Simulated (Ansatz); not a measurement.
A relaxed cell of P is given with its symmetry left out. The cell was found from a structure generator's guess, not taken from experiment.

Theory: DFT PBE, scalar-relativistic, plane waves, PAW in Ansatz. Cutoff 420 eV, Γ-centred mesh, Gaussian smearing, no spin polarisation.

```cif
data_structure
_symmetry_space_group_name_H-M 'P 1'
_symmetry_Int_Tables_number 1
_cell_length_a 4.1786
_cell_length_b 4.1786
_cell_length_c 4.1786
_cell_angle_alpha 148.268
_cell_angle_beta 148.268
_cell_angle_gamma 45.491
_cell_volume 20.12
loop_
_atom_site_label
_atom_site_type_symbol
_atom_site_fract_x
_atom_site_fract_y
_atom_site_fract_z
_atom_site_occupancy
P1 P 0.00000 0.00000 0.00000 1
```

Energies count from the standard state of P at the same level. The references include black phosphorus.

Question: Find its symmetry and describe it.

Answer: I4/mmm (No. 139). Conventional cell: a = 2.285 Å, c = 7.707 Å. P is surrounded by 4 P at 2.28 Å.

Question: How far does it lie from the standard state of P?

Answer: +0.50 eV/atom. It lies above the standard state, so it could only be metastable.

Question: Is it a metal?

Answer: Yes, bands cross the Fermi level on the 24×24×24 mesh.

The last run used a 24×24×24 mesh for its 1-atom cell and Gaussian smearing of 0.10 eV. No dispersion correction is applied, so the spacing and binding between layers, chains or molecules are poorly described. The reference form of P is held partly by dispersion forces, which this level lacks. Symmetry constrained the relaxation, so the result can be a saddle point. Another cell of P relaxed alike, in Fm-3m, lies 143 meV/atom lower, so this cell isn't the stable form at this level.
